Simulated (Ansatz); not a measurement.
Input and command of a calculation in Ansatz (plane waves; scalar-relativistic PAW potentials unless the input names others):

```yaml
crystal:
  lattice:
    - [0.0, 2.475552321, 3.7133284815]
    - [2.475552321, 0.0, 3.7133284815]
    - [2.475552321, 2.475552321, 0.0]
  atoms:
    - { symbol: Zn, position: [0.0, 0.0, 0.0] }
    - { symbol: Se, position: [0.75, 0.75, 0.75] }
basis:
  ecutwfc: "520 ev"
kpoints:
  mp_grid: { grid: [10, 10, 10] }
hamiltonian:
  xc: lda
scf:
  occupations: { method: gaussian, width: 0.05 }
  max_iter: 80
output:
  forces: true
  eigenvalues: true
  stress: true
```

```bash
ansatz run input.yaml --threads 1 --pin off --max-ram 2560MiB --backend cpu --events-out ev --progress --plain --runs-dir out
```

Will this input run?

The program refuses it, because of a cutoff in the wrong unit (basis.ecutwfc: 420 → "520 ev"). With the sound run's settings it is accepted.

Abridged log:
```
Error: YAML parse error: error: line 10 column 12: unknown unit factor `ev` — a unit is read by its exact case: `eV` is a unit here, `ev` is not
  --> <input>:10:12
   |
 8 |     - { symbol: Se, position: [0.75, 0.75, 0.75] }
 9 | basis:
10 |   ecutwfc: "520 ev"
   |            ^ unknown unit factor `ev` — a unit is read by its exact case: `eV` is a unit here, `ev` is not
11 | kpoints:
12 |   mp_grid: { grid: [10, 10, 10] }
   |
```